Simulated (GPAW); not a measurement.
MnS:

```
Mn S
1.0
     0.00000    2.60450    2.60450
     2.60450    0.00000    2.60450
     2.60450    2.60450    0.00000
Mn S
1 1
Direct
  0.00000 0.00000 0.00000
  0.50000 0.50000 0.50000
```

```yaml
Program: GPAW 26.7.0
Task: relaxation of cell and atoms
Functional: RPBE
Dispersion: D4
Potentials_or_basis: the program's PAW data sets (release 1.2.1) made for this functional
Cutoff: 600 eV
Basis: pw
k_mesh: 9 × 9 × 9
Occupations: fermi-dirac, width 0.05 eV
Spin: collinear spin, ferromagnetic start
Starting_moments: "[4.0, 0.0] μB"
```

At the start: pressure -6.6 GPa; volume 17.67 Å³/atom.

Problem. How do energy, volume and symmetry change on relaxing?

Solution. Over 5 steps the energy falls by 47.6 meV/atom and the volume is 15.16 Å³/atom (-14.2 %); space group Fm-3m (No. 225, to 0.05 Å); moment 4.16 μB per cell.

Step by step:
```csv
step,energy change (eV),largest force (eV/Å),pressure (GPa),volume (Å³)
1,0.0000,0.0000,-6.57,35.33
2,-0.0208,0.0000,-5.87,34.79
3,-0.0944,0.0000,-0.73,31.05
4,-0.0950,0.0000,-0.29,30.60
5,-0.0953,0.0000,-0.07,30.32
```

Final structure:
```
Mn S
1.0
     0.00000    2.47499    2.47499
     2.47499    0.00000    2.47499
     2.47499    2.47499    0.00000
Mn S
1 1
Direct
  0.00000 0.00000 0.00000
  0.50000 0.50000 0.50000
```

Caveat: each step starts from the last one's moments, so a moment once lost doesn't come back; later steps reuse the first step's grids; the volume moved by -14 % from the deposited cell, more than functionals usually miss; a cell with one magnetic atom can't hold antiferromagnetic order, which such compounds often take; pairwise dispersion overbinds metals, which lowers pressure and volume.
